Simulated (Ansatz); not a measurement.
# Hf in Ansatz: the effect of target pressure

Hf:

```
CELL_PARAMETERS angstrom
-1.80500 1.80500 1.80500
1.80500 -1.80500 1.80500
1.80500 1.80500 -1.80500
ATOMIC_POSITIONS crystal
Hf 0.00000 0.00000 0.00000
```

This isn't the form of Hf at room conditions, which is hcp.

Alike in all runs:

```yaml
Program: Ansatz 0.2.0
Task: relaxation of cell and atoms
Functional: LDA
Potentials_or_basis: Ansatz PAW
Cutoff: "420 eV (not typed: the program's choice for these potentials)"
k_mesh: 10 × 10 × 10
Occupations: fermi-dirac, width 0.05 eV
Spin: no spin polarisation
```

Each run relaxes the cell or the atoms first.

```tsv
target pressure	target pressure	relaxed volume (Å³/atom)
0 GPa	-	?
2 GPa	2 GPa	20.06
5 GPa	5 GPa	19.55
10 GPa	10 GPa	18.80
20 GPa	20 GPa	17.66
30 GPa	30 GPa	16.74
```

What does the run with target pressure 0 GPa give?

Relaxed volume 20.42 Å³/atom.

Worked out: In Murnaghan's law V^(-B') rises as a straight line in P. The other rows fit best with B' = 3.5, V0 = 20.44 Å³/atom and B0 = 104 GPa, which gives 20.44 Å³/atom at 0 GPa, against the run's 20.42.

Caveats: the plane-wave basis is chosen anew once the cell has moved, so the energies of steps on either side of that aren't comparable; the PAW data sets come from PBE, with cores solved anew for the run's functional, which leaves a small shift of forces and pressure; the volume moved by over 15 % at a fixed basis, so the end points are rough (some runs).
